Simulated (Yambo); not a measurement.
# WC (Fm-3m) in Yambo: further runs

One crystal, WC, is run at these levels: PBEsol; tasks: G0W0 quasiparticle levels, Hartree-Fock levels.

Everything below comes from runs of Yambo 5.3.0. Logs are shortened: lines on timing, memory, paths and dates and some standing lists are left out, and cuts for length are marked.

## Step 1: Starting point

The structure is cubic, space group Fm-3m (No. 225). Conventional cell: a = 4.385 Å, b = 4.385 Å, c = 4.385 Å, α = 90.00°, β = 90.00°, γ = 90.00°. W (site symmetry m-3m) is surrounded by 6 C at 2.19 Å. C (site symmetry m-3m) has 6 W at 2.19 Å as nearest neighbours.

Measurements of this composition are mostly on another form, of space group No. 187.

## Step 2: G0W0 quasiparticle levels, PBEsol

File g0w00.in:

```
gw0
dyson
el_el_corr
rim_cut
HF_and_locXC
ppa
em1d
RandQpts= 1000000
RandGvec= 50 RL
EXXRLvcs= 82 Ry
VXCRLvcs= 82 Ry
Chimod= "HARTREE"
% BndsRnXp
 1 | 159 |
%
NGsBlkXp= 12 Ry
% LongDrXp
 1 | 1 | 1 |
%
PPAPntXp= 27.21138 eV
% GbndRnge
 1 | 159 |
%
GTermKind= "BG"
DysSolver= "n"
ExtendOut
% QPkrange
 1 | 1 | 8 | 14 |
 8 | 8 | 8 | 14 |
 16 | 16 | 8 | 14 |
%
```

File scf.in:

```
&CONTROL
  calculation = 'scf'
  prefix = 'pwscf'
  outdir = './tmp'
  pseudo_dir = './pseudo'
/
&SYSTEM
  ibrav = 0
  nat = 2
  ntyp = 2
  ecutwfc = 82
  nbnd = 15
  occupations = 'smearing'
  smearing = 'fd'
  degauss = 0.00367493
  force_symmorphic = .true.
/
&ELECTRONS
  conv_thr = 4d-10
  electron_maxstep = 120
  mixing_beta = 0.5
/
ATOMIC_SPECIES
W    183.8400 W.upf
C     12.0110 C.upf
CELL_PARAMETERS angstrom
   0.0000000000    2.1926840000    2.1926840000
   2.1926840000    0.0000000000    2.1926840000
   2.1926840000    2.1926840000    0.0000000000
ATOMIC_POSITIONS crystal
W      0.0000000000    0.0000000000    0.0000000000
C      0.5000000000    0.5000000000    0.5000000000
K_POINTS automatic
10 10 10 0 0 0
```

File nscf.in:

```
&CONTROL
  calculation = 'nscf'
  prefix = 'pwscf'
  outdir = './tmp'
  pseudo_dir = './pseudo'
/
&SYSTEM
  ibrav = 0
  nat = 2
  ntyp = 2
  ecutwfc = 82
  nbnd = 159
  occupations = 'smearing'
  smearing = 'fd'
  degauss = 0.00367493
  force_symmorphic = .true.
/
&ELECTRONS
  conv_thr = 1d-08
  diago_full_acc = .true.
  diago_thr_init = 1d-06
/
ATOMIC_SPECIES
W    183.8400 W.upf
C     12.0110 C.upf
CELL_PARAMETERS angstrom
   0.0000000000    2.1926840000    2.1926840000
   2.1926840000    0.0000000000    2.1926840000
   2.1926840000    2.1926840000    0.0000000000
ATOMIC_POSITIONS crystal
W      0.0000000000    0.0000000000    0.0000000000
C      0.5000000000    0.5000000000    0.5000000000
K_POINTS automatic
6 6 6 0 0 0
```

Potentials or basis: PseudoDojo 0.4.1 SR PBEsol standard.

Launch:

```
$ OMP_NUM_THREADS=1 pw.x -in scf.in > scf.out
$ OMP_NUM_THREADS=1 pw.x -in nscf.in > nscf.out
$ cd tmp/pwscf.save; p2y; mv SAVE ../..; cd ../..
$ OMP_NUM_THREADS=1 yambo
$ OMP_NUM_THREADS=1 yambo -F g0w00.in -J g0w00 -C g0w00_out
```

Yambo's report:

```text
[... sections 02.01 to 02.04 as in the set-up run ...]

  [02.05] Energies & Occupations
  ==============================

  [X] === General ===
  [X] Electronic Temperature                        :  0.258606E-1   300.100    [eV K]
  [X] Bosonic    Temperature                        :  0.258606E-1   300.100    [eV K]
  [X] Finite Temperature mode                       : yes
  [X] El. density                                   :  0.85372E+24 [cm-3]
  [X] Fermi Level                                   :  21.51787 [eV]

  [X] === Gaps and Widths ===
  [X] Conduction Band Min                           :  21.51787 [eV]
  [X] Valence Band Max                              :  21.51787 [eV]
  [X] Filled Bands                                  :   8
  [X] Metallic Bands                                :   9  13
  [X] Empty Bands                                   :   14  159

  [X] === Metallic Characters ===
  [X] N of el / N of met el                         :  18.00000   2.71049
  [X] Average metallic occ.                         :  0.135525

  [WARNING] [X] Metallic system

 [03] Transferred momenta grid and indexing
 ==========================================

 IBZ Q-points                                      :  16
 BZ  Q-points                                      :  216

 K/Q-points units:
 rlu = crystal or reduced units; cc = cartesian coordinates; iku = interal k-units

 Q [ 1]         [rlu]:  0.000000  0.000000  0.000000
 Q [ 2]         [rlu]: -0.32259E-17 -0.32259E-17  0.16667
 Q [ 3]         [rlu]: -0.64519E-17 -0.64519E-17  0.33333
 Q [ 4]         [rlu]: -0.92254E-17 -0.92254E-17 -0.50000
 Q [ 5]         [rlu]:  0.36366E-17  0.16667      0.16667
 Q [ 6]         [rlu]: -0.32259E-17  0.16667      0.33333
 Q [ 7]         [rlu]:  0.35990E-17  0.16667      0.50000
 Q [ 8]         [rlu]: -0.92254E-17  0.16667     -0.33333
 Q [ 9]         [rlu]: -0.24005E-17  0.16667     -0.16667
 Q [10]         [rlu]:  0.72733E-17  0.33333      0.33333
 Q [11]         [rlu]: -0.20331E-16  0.33333      0.50000
 Q [12]         [rlu]:  0.12904E-16  0.33333     -0.33333
 Q [13]         [rlu]: -0.10910E-16 -0.50000     -0.50000
 Q [14]         [rlu]:  0.166667  0.333333  0.500000
 Q [15]         [rlu]:  0.166667  0.333333 -0.333333
 Q [16]         [rlu]:  0.166667 -0.500000 -0.333333

 [04] Coloumb potential Random Integration (RIM)
 ===============================================

  [04.01] RIM initialization
  ==========================

  * Diagonal components only detected *

  8 x (sBL volume)        :  0.064569 [a.u.]
  sBZ random points       :  1000000
  Points outside the sBZ  :   7999624
  RL volume               :  1.743351 [a.u.]
  Integrated volume       :  1.743433 [a.u.]

  [04.02] RIM integrals
  =====================

  Gamma point sphere radius             :  0.072771 [a.u.]
  Points outside the sphere             :   799635
  [Int_sBZ(q=0) 1/q^2]*(Vol_sBZ)^(-1/3) =:  7.763403
                                 should be <:  7.795600
  [WR./g0w00//ndb.RIM]------------------------------------------------------------
   Brillouin Zone Q/K grids (IBZ/BZ)                :   16  216   16  216
   Coulomb cutoff potential                         : none
   Coulombian RL components                         :   51
   Coulombian diagonal components                   : yes
   RIM random points                                :  1000000
   RIM  RL volume             [a.u.]                :  1.743433
   Real RL volume             [a.u.]                :  1.743351
   Eps^-1 reference component                       : 0
   Eps^-1 components                                :  0.000000  0.000000  0.000000
   RIM anysotropy factor                            :  0.000000

  Summary of Coulomb integrals for non-metallic bands |Q|[au] RIM/Bare

  Q [1] 0.100000E-4 0.995870 * Q [2] 0.218869 1.065375
  Q [5] 0.252728 1.063621 * Q [9] 0.357412 1.025346
  Q [6] 0.419102 1.019240 * Q [3] 0.437738 1.016906
  Q [10] 0.505456 1.013309 * Q [8] 0.550808 1.010248
  Q [14] 0.565117 1.010321 * Q [7] 0.619055 1.008591
  Q [4] 0.656607 1.007109 * Q [11] 0.656607 1.007725
  Q [12] 0.714823 1.006045 * Q [15] 0.747580 1.005519
  Q [13] 0.758185 1.005640 * Q [16] 0.799197 1.005088

 [05] Dipoles
[... 117 lines left out ...]
 <12|nlXC|12> = -15.90894 -0.56672E-17 <12|lXC|12> = -17.20963 -0.15105E-14
 <13|nlXC|13> = -15.90893 -0.52347E-17 <13|lXC|13> = -17.20963  0.000000
 <14|nlXC|14> = -7.914254  0.17133E-18 <14|lXC|14> = -14.35074  0.000000
[... 10 lines left out ...]
  Corrections @ K [16] :  [eV]
 <8|nlXC|8> = -18.28049  0.19167E-16 <8|lXC|8> = -15.25514  0.000000
 <9|nlXC|9> = -15.56321  0.23646E-16 <9|lXC|9> = -15.62206  0.70806E-16
 <10|nlXC|10> = -12.13561 -0.78852E-17 <10|lXC|10> = -17.22147  0.000000
 <11|nlXC|11> = -12.29447 -0.18146E-17 <11|lXC|11> = -18.29119  0.94408E-16
 <12|nlXC|12> = -11.34849  0.52682E-17 <12|lXC|12> = -17.16130  0.000000
 <13|nlXC|13> = -11.58612  0.15945E-17 <13|lXC|13> = -18.20966  0.000000
 <14|nlXC|14> = -8.125140 -0.74646E-18 <14|lXC|14> = -15.77717  0.47204E-16

  [07.01] Hartree-Fock occupations report
  =======================================

  [Hartree-Fock] === General ===
  [Hartree-Fock] Electronic Temperature             :  0.258606E-1   300.100    [eV K]
  [Hartree-Fock] Bosonic    Temperature             :  0.258606E-1   300.100    [eV K]
  [Hartree-Fock] Finite Temperature mode            : yes
  [Hartree-Fock] El. density                        :  0.85372E+24 [cm-3]
  [Hartree-Fock] Fermi Level                        :  21.51787 [eV]

  [Hartree-Fock] === Gaps and Widths ===
  [Hartree-Fock] Conduction Band Min                :  21.51787 [eV]
  [Hartree-Fock] Valence Band Max                   :  21.51787 [eV]
  [Hartree-Fock] Filled Bands                       :   8
  [Hartree-Fock] Metallic Bands                     :   9  13
  [Hartree-Fock] Empty Bands                        :   14  159

  [Hartree-Fock] === Metallic Characters ===
  [Hartree-Fock] N of el / N of met el              :  18.00000   2.71049
  [Hartree-Fock] Average metallic occ.              :  0.135525

  [WARNING] [Hartree-Fock] Metallic system

 [08] Dyson equation: Newton solver
 ==================================

 [WARNING] Response block size in GW reduced to 137     RL (6898    mHa)

  [08.01] G0W0 (W PPA)
  ====================

  [  GW  ] Bands range     :    1  159
  [GW/PPA] G damping       :  0.100000 [eV]

  QP @ state[ 1 ] K range:  1  1
  QP @ state[ 1 ] b range:   8  14
  QP @ state[ 2 ] K range:   8   8
  QP @ state[ 2 ] b range:   8  14
  QP @ state[ 3 ] K range:  16  16
  QP @ state[ 3 ] b range:   8  14
[... 51 lines left out ...]
   :: Time ordering fails/rest    :  0.497516
   :: Mean rel dev of PP cond     :  0.495973
   Current Q-pt index             :  14
   :: PP condition fails/total    :  0.491129
   :: Time ordering fails/rest    :  0.496702
   :: Mean rel dev of PP cond     :  0.491195
   Current Q-pt index             :  15
   :: PP condition fails/total    :  0.486440
   :: Time ordering fails/rest    :  0.489989
   :: Mean rel dev of PP cond     :  0.486535
   Current Q-pt index             :  16
   :: PP condition fails/total    :  0.481432
   :: Time ordering fails/rest    :  0.492346
   :: Mean rel dev of PP cond     :  0.481521

  [08.02] QP properties and I/O
  =============================

  Legend (energies in eV)
  - B  : Band       - Eo  : bare energy
  - E  : QP energy  - Z   : Renormalization factor
  - So : Sc(Eo)     - S   : Sc(E)
  - dSp: Sc derivative precision

  - lXC: Local XC (Perdew, Burke & Ernzerhof SOL(X)+Perdew, Burke & Ernzerhof SOL(C))
  -nlXC: non-Local XC (Hartree-Fock)

  QP [eV] @ K [1] (iku):  0.000000  0.000000  0.000000
   B=8 Eo= -2.70 E= -2.67 E-Eo=  0.03 Re(Z)=0.80 Im(Z)= 0.464950E-2 nlXC= -16.7794 lXC= -15.9398 So= 0.876183
   B=9 Eo= -0.97 E= -1.16 E-Eo= -0.19 Re(Z)=0.79 Im(Z)=-0.124455E-2 nlXC= -15.8974 lXC= -15.3643 So= 0.287036
   B=10 Eo= -0.97 E= -1.17 E-Eo= -0.20 Re(Z)=0.79 Im(Z)=-0.115526E-2 nlXC= -15.8974 lXC= -15.3643 So= 0.280443
   B=11 Eo= -0.97 E= -1.16 E-Eo= -0.19 Re(Z)=0.79 Im(Z)=-0.128036E-2 nlXC= -15.8974 lXC= -15.3643 So= 0.293465
   B=12 Eo= -0.90 E= -0.78 E-Eo=  0.13 Re(Z)=0.80 Im(Z)=-0.858653E-3 nlXC= -15.9089 lXC= -17.2096 So= -1.14261
   B=13 Eo= -0.90 E= -0.78 E-Eo=  0.12 Re(Z)=0.80 Im(Z)=-0.916402E-3 nlXC= -15.9089 lXC= -17.2096 So= -1.14786
   B=14 Eo=  6.52 E=  6.25 E-Eo= -0.27 Re(Z)=0.75 Im(Z)= 0.827353E-4 nlXC= -7.91425 lXC= -14.3507 So= -6.80056

  QP [eV] @ K [8] (iku): -0.083333 -0.250000  0.250000
   B=8 Eo= -5.94 E= -6.08 E-Eo= -0.14 Re(Z)=0.76 Im(Z)=-0.686813E-2 nlXC= -18.2081 lXC= -15.0196 So=  3.00293
   B=9 Eo= -0.03 E=  0.01 E-Eo=  0.05 Re(Z)=0.78 Im(Z)=-0.147431E-2 nlXC= -14.9885 lXC= -16.9607 So= -1.91390
   B=10 Eo=  0.96 E=  1.02 E-Eo=  0.05 Re(Z)=0.78 Im(Z)=-0.171024E-2 nlXC= -12.5675 lXC= -17.0942 So= -4.45646
   B=11 Eo=  1.83 E=  1.86 E-Eo=  0.03 Re(Z)=0.78 Im(Z)= 0.101889E-2 nlXC= -11.6415 lXC= -16.9262 So= -5.24276
   B=12 Eo=  5.06 E=  5.06 E-Eo= -0.00 Re(Z)=0.78 Im(Z)= -0.02202 nlXC=-10.99507 lXC=-17.29822 So= -6.30745
   B=13 Eo=  7.66 E=  7.44 E-Eo= -0.22 Re(Z)=0.79 Im(Z)=-0.125414E-1 nlXC= -7.48766 lXC= -13.4125 So= -6.20120
   B=14 Eo=  8.74 E=  8.71 E-Eo= -0.03 Re(Z)=0.68 Im(Z)=  0.02409 nlXC=-10.59190 lXC=-18.50579 So= -7.95360

  QP [eV] @ K [16] (iku): -0.50000      0.16667      0.11962E-16
   B=8 Eo= -5.49 E= -5.63 E-Eo= -0.13 Re(Z)=0.75 Im(Z)= -0.02151 nlXC=-18.28049 lXC=-15.25514 So=  2.84715
   B=9 Eo= -0.80 E= -0.93 E-Eo= -0.13 Re(Z)=0.79 Im(Z)=-0.103004E-2 nlXC= -15.5632 lXC= -15.6221 So=-0.225943
   B=10 Eo=  1.66 E=  1.70 E-Eo=  0.04 Re(Z)=0.77 Im(Z)=-0.656331E-3 nlXC= -12.1356 lXC= -17.2215 So= -5.03011
   B=11 Eo=  2.34 E=  2.43 E-Eo=  0.08 Re(Z)=0.77 Im(Z)=-0.310339E-2 nlXC= -12.2945 lXC= -18.2912 So= -5.89250
   B=12 Eo=  3.09 E=  3.21 E-Eo=  0.12 Re(Z)=0.79 Im(Z)=-0.110521E-1 nlXC= -11.3485 lXC= -17.1613 So= -5.66552
   B=13 Eo=  5.18 E=  5.22 E-Eo=  0.04 Re(Z)=0.78 Im(Z)=-0.110499E-1 nlXC= -11.5861 lXC= -18.2097 So= -6.56866
   B=14 Eo= 10.13 E=  9.98 E-Eo= -0.15 Re(Z)=0.86 Im(Z)=  0.05325 nlXC= -8.12514 lXC=-15.77717 So= -7.83319

  [WR./g0w00//ndb.QP]-------------------------------------------------------------
   Lattice constants                                :  4.143572  4.143572  4.143572
   Coulomb cutoff potential                         : none
   Electronic Temperature                           :  300.1000 [K]
   Bosonic    Temperature                           :  300.1000 [K]
   Green`s function   energies                      : Perdew, Burke & Ernzerhof SOL(X)+Perdew, Burke & Ernzerhof SOL(C)
   wavefunctions                                    : Perdew, Burke & Ernzerhof SOL(X)+Perdew, Burke & Ernzerhof SOL(C)
   PPA    diel. fun.  energies                      : Perdew, Burke & Ernzerhof SOL(X)+Perdew, Burke & Ernzerhof SOL(C)
   wavefunctions                                    : Perdew, Burke & Ernzerhof SOL(X)+Perdew, Burke & Ernzerhof SOL(C)
   QP tot states                                    :  21
   GW solver                                        : Newton
   GW approximation                                 : PPA
   PPA imaginary Energy                             :  27.21138 ev
   RIM G`s                                          :   51
   RIM random pts                                   :  1000000
   dS/dw steps                                      :  2
   dS/dw step                                       :  0.100000 ev
   X G`s                                            :  137 used
   X G`s                                            :  137 disk
   X bands                                          :    1  159
   X poles                                          :  100.0000 o/o
   X e/h E range                                    : -1.000000 -1.000000 ev
   X Hxc Kernel                                     : HARTREE
   X BZ energy Double Grid                          : no
   X Optical Averaged directions                    : none
   Sc/G bands                                       :    1  159
   Sc/G damping                                     :  0.100000 ev
   Sc bands terminator                              : yes
   Sc terminator kind                               : BG
   Sc Terminator pole                               :  40.81708
   Sx RL components                                 :  1837

   QP @ state[ 1 ] K range                          :  1  1
   QP @ state[ 1 ] b range                          :   8  14
   QP @ state[ 2 ] K range                          :   8   8
   QP @ state[ 2 ] b range                          :   8  14
   QP @ state[ 3 ] K range                          :  16  16
   QP @ state[ 3 ] b range                          :   8  14
   GF energies kind                                 : Perdew, Burke & Ernzerhof SOL(X)+Perdew, Burke & Ernzerhof SOL(C)
   GF WF`s kind                                     : Perdew, Burke & Ernzerhof SOL(X)+Perdew, Burke & Ernzerhof SOL(C)
   Xs energies kind                                 : Perdew, Burke & Ernzerhof SOL(X)+Perdew, Burke & Ernzerhof SOL(C)
   Xs WF`s kind                                     : Perdew, Burke & Ernzerhof SOL(X)+Perdew, Burke & Ernzerhof SOL(C)
```

Wall time 27 min (1 thread of Intel Xeon Platinum 8488C (Sapphire Rapids), shared host); peak memory 0.56 GiB.

What came out:

- Band gap on the k mesh, mean-field level: none (metal or under the smearing width)

Quasiparticle terms (eV):
| k point | band | Kohn-Sham level | Vxc | Σx | Σc | Z | result |
| --- | --- | --- | --- | --- | --- | --- | --- |
| (0.000, 0.000, 0.000) | 8 | -2.70 | -15.94 | -16.78 | 0.88 | 0.80 | -2.67 |
| (0.000, 0.000, 0.000) | 9 | -0.97 | -15.36 | -15.90 | 0.29 | 0.79 | -1.16 |
| (0.000, 0.000, 0.000) | 10 | -0.97 | -15.36 | -15.90 | 0.28 | 0.79 | -1.17 |
| (0.000, 0.000, 0.000) | 11 | -0.97 | -15.36 | -15.90 | 0.29 | 0.79 | -1.16 |
| (0.000, 0.000, 0.000) | 12 | -0.90 | -17.21 | -15.91 | -1.14 | 0.80 | -0.78 |
| (0.000, 0.000, 0.000) | 13 | -0.90 | -17.21 | -15.91 | -1.15 | 0.80 | -0.78 |
| (0.000, 0.000, 0.000) | 14 | 6.52 | -14.35 | -7.91 | -6.80 | 0.75 | 6.25 |
| (0.000, 0.167, -0.333) | 8 | -5.94 | -15.02 | -18.21 | 3.00 | 0.76 | -6.08 |
| (0.000, 0.167, -0.333) | 9 | -0.03 | -16.96 | -14.99 | -1.91 | 0.78 | 0.01 |
| (0.000, 0.167, -0.333) | 10 | 0.96 | -17.09 | -12.57 | -4.46 | 0.78 | 1.02 |
| (0.000, 0.167, -0.333) | 11 | 1.83 | -16.93 | -11.64 | -5.24 | 0.78 | 1.86 |
| (0.000, 0.167, -0.333) | 12 | 5.06 | -17.30 | -11.00 | -6.31 | 0.78 | 5.06 |
| (0.000, 0.167, -0.333) | 13 | 7.66 | -13.41 | -7.49 | -6.20 | 0.79 | 7.44 |
| (0.000, 0.167, -0.333) | 14 | 8.74 | -18.51 | -10.59 | -7.95 | 0.68 | 8.71 |
| (0.167, -0.500, -0.333) | 8 | -5.49 | -15.26 | -18.28 | 2.85 | 0.75 | -5.63 |
| (0.167, -0.500, -0.333) | 9 | -0.80 | -15.62 | -15.56 | -0.23 | 0.79 | -0.93 |
| (0.167, -0.500, -0.333) | 10 | 1.66 | -17.22 | -12.14 | -5.03 | 0.77 | 1.70 |
| (0.167, -0.500, -0.333) | 11 | 2.34 | -18.29 | -12.29 | -5.89 | 0.77 | 2.43 |
| (0.167, -0.500, -0.333) | 12 | 3.09 | -17.16 | -11.35 | -5.67 | 0.79 | 3.21 |
| (0.167, -0.500, -0.333) | 13 | 5.18 | -18.21 | -11.59 | -6.57 | 0.78 | 5.22 |

Caveat: the k mesh is coarse (spacing up to 0.41 Å⁻¹), so the values aren't converged; the plasmon-pole model is rough for a metal; the ground state has no gap, which makes the many-body step unreliable; this version prints the column dSc/dw multiplied by 27.2; the terminator is approximate in this version, by hundredths of an eV. The run has no spin-orbit coupling, so splittings on W are missing.

(Continued in part 2 of 2.)
